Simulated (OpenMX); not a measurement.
**Rh in OpenMX: the effect of dispersion**

The system is Rh.

```xyz
1
Lattice="0.0000 1.8979 1.8979 1.8979 0.0000 1.8979 1.8979 1.8979 0.0000" Properties=species:S:1:pos:R:3 pbc="T T T"
Rh    0.0000    0.0000    0.0000
```

Alike in all runs:

| Quantity | Value |
| --- | --- |
| Program | OpenMX 3.8.5 |
| Task | single point |
| Functional | PBE |
| Potentials or basis | OpenMX 2013 PBE set, Rh7.0-s3p2d2, grid cutoff 400 Ry |
| k mesh | 9 × 9 × 9 |
| Occupations | fermi-dirac, width 0.05 eV |
| Spin | no spin polarisation |

```tsv
dispersion	pressure (GPa)
none	?
D3	6.7
D3(BJ)	7.0
D4	5.9
```

What does the run with dispersion none give?

Pressure 14.9 GPa.

Caveats: the basis of atomic orbitals isn't converged, which shifts pressures, moduli and gaps; pairwise dispersion overbinds metals, which lowers pressure and volume (some runs).
